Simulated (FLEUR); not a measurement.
Crystal: TiO2 (Anatase).

```
CELL_PARAMETERS angstrom
-1.89210 1.89210 4.75730
1.89210 -1.89210 4.75730
1.89210 1.89210 -4.75730
ATOMIC_POSITIONS crystal
Ti 0.75000 0.25000 0.50000
Ti 0.00000 0.00000 0.00000
O 0.79190 0.79190 0.00000
O 0.54190 0.04190 0.50000
O 0.95810 0.45810 0.50000
O 0.20810 0.20810 0.00000
```

Base run:

```yaml
Program: FLEUR MaX-R8.1 (later development tree)
Functional: PBEsol
Potentials_or_basis: all-electron
Basis: FLAPW
Kmax: 5.1 1/bohr
k_mesh: 10 × 10 × 10
Occupations: fermi-dirac, width 0.05 eV
Spin: no spin polarisation
```

Its results: band gap on the k mesh 2.08 eV, indirect (least direct gap 2.41 eV).

After a change of settings the same cell gave: band gap on the k mesh 2.48 eV, indirect (least direct gap 2.84 eV). Which change was it?
A. functional from PBEsol to r2SCAN
B. functional from PBEsol to PBE
C. functional from PBEsol to LDA

A.

r2SCAN gives the wider gap, since meta-GGAs in the generalised Kohn-Sham scheme recover part of the derivative discontinuity.

Caveats: the meta-GGA is that of a development version, with a GGA for the radial functions and cores and without core tails (some runs).

Not every run made on this cell is shown here.
